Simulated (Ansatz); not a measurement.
Response of MnS to small distortions

```
CELL_PARAMETERS angstrom
0.00000 2.55096 2.55096
2.55096 0.00000 2.55096
2.55096 2.55096 0.00000
ATOMIC_POSITIONS crystal
Mn 0.00000 0.00000 0.00000
S 0.50000 0.50000 0.50000
```

Atoms are numbered in the order listed.

The cell was built from the rocksalt type and relaxed in the same program, and has space group Fm-3m; it needn't be a known or the stable phase.

The magnetic state is the one reached from the start moments; no search over orders was made, so it needn't be the ground state.

These are results of Ansatz 0.2.0, DFT, PBE, all-electron PAW with datasets made for the crystal, scalar-relativistic, not measurements.

Numerical set-up: a Γ-centred 16×16×16 k mesh, Fermi–Dirac smearing of 0.08 eV, cutoff 260 eV (chosen by the program for this cell), spin-polarised from start moments Mn1 4 μB.

The unchanged cell is at 0.02 GPa.

In a metal, stresses and small energies carry noise from the k mesh.

x, y and z are the Cartesian axes of the cell as listed; fractional coordinates follow a strain, and an engineering shear is twice the off-diagonal strain component.

With equal xy, yz and zx engineering shear strains of +1.5 %: energy change +1 meV/atom; stress change (xx, yy, zz, yz, xz, xy) -0.01, -0.01, -0.01, -0.58, -0.58, -0.58 GPa, compression positive; moment 4.51 → 4.51 μB.

Q: With this change (equal xy, yz and zx engineering shear strains of -1 %), what becomes of the energy and stress and moment?

A: Energy change under 1 meV/atom; stress change (xx, yy, zz, yz, xz, xy) 0.00, 0.00, 0.00, 0.38, 0.38, 0.38 GPa, compression positive; moment 4.51 → 4.51 μB.

Q: With this change (atom 2 (S) moved by (0.1200, 0.0000, 0.0000) Å), what becomes of the energy and stress and forces and moment?

A: Energy change +14 meV/atom; stress change (xx, yy, zz, yz, xz, xy) 1.85, -0.08, -0.08, 0.00, 0.00, 0.00 GPa, compression positive; change of the force on S2 (-0.466, 0.000, 0.000) eV/Å; moment 4.51 → 4.51 μB.

Q: What force constant does this one finite step give for S2 along its displacement (all its periodic images move with it)?

A: k = −ΔF·u/|u|² = 3.89 eV/Å², so the force pulls the atom back.
